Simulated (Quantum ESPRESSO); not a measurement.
A run of Quantum ESPRESSO 7.5:

File pw.in:

```
&CONTROL
  calculation = 'scf'
  prefix = 'pwscf'
  outdir = './tmp'
  pseudo_dir = './pseudo'
  tprnfor = .true.
  tstress = .true.
  disk_io = 'low'
/
&SYSTEM
  ibrav = 0
  nat = 2
  ntyp = 2
  ecutwfc = 75
  nbnd = 24
  input_dft = 'vdw-df-cx'
  occupations = 'smearing'
  smearing = 'fd'
  degauss = 0.00367493
/
&ELECTRONS
  conv_thr = 4d-10
  electron_maxstep = 120
  mixing_beta = 0.5
/
ATOMIC_SPECIES
W    183.8400 W_ONCV_PBE-1.2.upf
C     12.0110 C_ONCV_PBE-1.2.upf
CELL_PARAMETERS angstrom
   0.0000000000    2.3021091000    2.3021091000
   2.3021091000    0.0000000000    2.3021091000
   2.3021091000    2.3021091000    0.0000000000
ATOMIC_POSITIONS crystal
W      0.0000000000    0.0000000000    0.0000000000
C      0.7500000000    0.7500000000    0.7500000000
K_POINTS automatic
10 10 10 0 0 0
```

bands.in

```
&CONTROL
  calculation = 'bands'
  prefix = 'pwscf'
  outdir = './tmp'
  pseudo_dir = './pseudo'
  disk_io = 'low'
  verbosity = 'high'
/
&SYSTEM
  ibrav = 0
  nat = 2
  ntyp = 2
  ecutwfc = 75
  nbnd = 24
  input_dft = 'vdw-df-cx'
  occupations = 'smearing'
  smearing = 'fd'
  degauss = 0.00367493
/
&ELECTRONS
  conv_thr = 1d-08
  electron_maxstep = 120
  mixing_beta = 0.5
  diago_full_acc = .true.
/
ATOMIC_SPECIES
W    183.8400 W_ONCV_PBE-1.2.upf
C     12.0110 C_ONCV_PBE-1.2.upf
CELL_PARAMETERS angstrom
   0.0000000000    2.3021091000    2.3021091000
   2.3021091000    0.0000000000    2.3021091000
   2.3021091000    2.3021091000    0.0000000000
ATOMIC_POSITIONS crystal
W      0.0000000000    0.0000000000    0.0000000000
C      0.7500000000    0.7500000000    0.7500000000
K_POINTS crystal
60
 0.0000000000  0.0000000000  0.0000000000 1
 0.0625000000  0.0000000000  0.0625000000 1
 0.1250000000  0.0000000000  0.1250000000 1
 0.1875000000  0.0000000000  0.1875000000 1
 0.2500000000  0.0000000000  0.2500000000 1
 0.3125000000  0.0000000000  0.3125000000 1
 0.3750000000  0.0000000000  0.3750000000 1
 0.4375000000  0.0000000000  0.4375000000 1
 0.5000000000  0.0000000000  0.5000000000 1
 0.5000000000  0.0625000000  0.5625000000 1
 0.5000000000  0.1250000000  0.6250000000 1
 0.5000000000  0.1875000000  0.6875000000 1
 0.5000000000  0.2500000000  0.7500000000 1
 0.4375000000  0.3125000000  0.7500000000 1
 0.3750000000  0.3750000000  0.7500000000 1
 0.3375000000  0.3375000000  0.6750000000 1
 0.3000000000  0.3000000000  0.6000000000 1
 0.2625000000  0.2625000000  0.5250000000 1
 0.2250000000  0.2250000000  0.4500000000 1
 0.1875000000  0.1875000000  0.3750000000 1
 0.1500000000  0.1500000000  0.3000000000 1
 0.1125000000  0.1125000000  0.2250000000 1
 0.0750000000  0.0750000000  0.1500000000 1
 0.0375000000  0.0375000000  0.0750000000 1
 0.0000000000  0.0000000000  0.0000000000 1
 0.0625000000  0.0625000000  0.0625000000 1
 0.1250000000  0.1250000000  0.1250000000 1
 0.1875000000  0.1875000000  0.1875000000 1
 0.2500000000  0.2500000000  0.2500000000 1
 0.3125000000  0.3125000000  0.3125000000 1
 0.3750000000  0.3750000000  0.3750000000 1
 0.4375000000  0.4375000000  0.4375000000 1
 0.5000000000  0.5000000000  0.5000000000 1
 0.5250000000  0.4500000000  0.5250000000 1
 0.5500000000  0.4000000000  0.5500000000 1
 0.5750000000  0.3500000000  0.5750000000 1
 0.6000000000  0.3000000000  0.6000000000 1
 0.6250000000  0.2500000000  0.6250000000 1
 0.5833333333  0.2500000000  0.6666666667 1
 0.5416666667  0.2500000000  0.7083333333 1
 0.5000000000  0.2500000000  0.7500000000 1
 0.5000000000  0.2857142857  0.7142857143 1
 0.5000000000  0.3214285714  0.6785714286 1
 0.5000000000  0.3571428571  0.6428571429 1
 0.5000000000  0.3928571429  0.6071428571 1
 0.5000000000  0.4285714286  0.5714285714 1
 0.5000000000  0.4642857143  0.5357142857 1
 0.5000000000  0.5000000000  0.5000000000 1
 0.4821428571  0.4821428571  0.5357142857 1
 0.4642857143  0.4642857143  0.5714285714 1
 0.4464285714  0.4464285714  0.6071428571 1
 0.4285714286  0.4285714286  0.6428571429 1
 0.4107142857  0.4107142857  0.6785714286 1
 0.3928571429  0.3928571429  0.7142857143 1
 0.3750000000  0.3750000000  0.7500000000 1
 0.6250000000  0.2500000000  0.6250000000 1
 0.5937500000  0.1875000000  0.5937500000 1
 0.5625000000  0.1250000000  0.5625000000 1
 0.5312500000  0.0625000000  0.5312500000 1
 0.5000000000  0.0000000000  0.5000000000 1
```

Potentials or basis: SG15 PBE 1.2.

Command:

```bash
$ OMP_NUM_THREADS=1 pw.x -in pw.in > pw.out
$ OMP_NUM_THREADS=1 pw.x -in bands.in > bands.out
```

Hardware: 1 thread of Intel(R) Xeon(R) 6975P-C (Granite Rapids), on a shared host.

How long does it take, and how much memory?

Wall time 2.6 min on 1 thread of Intel(R) Xeon(R) 6975P-C (Granite Rapids), on a shared host, peak memory 0.1 GiB. Counts: scf iterations 9, k pools 1, bands 24, k points 47, g dense 14331.
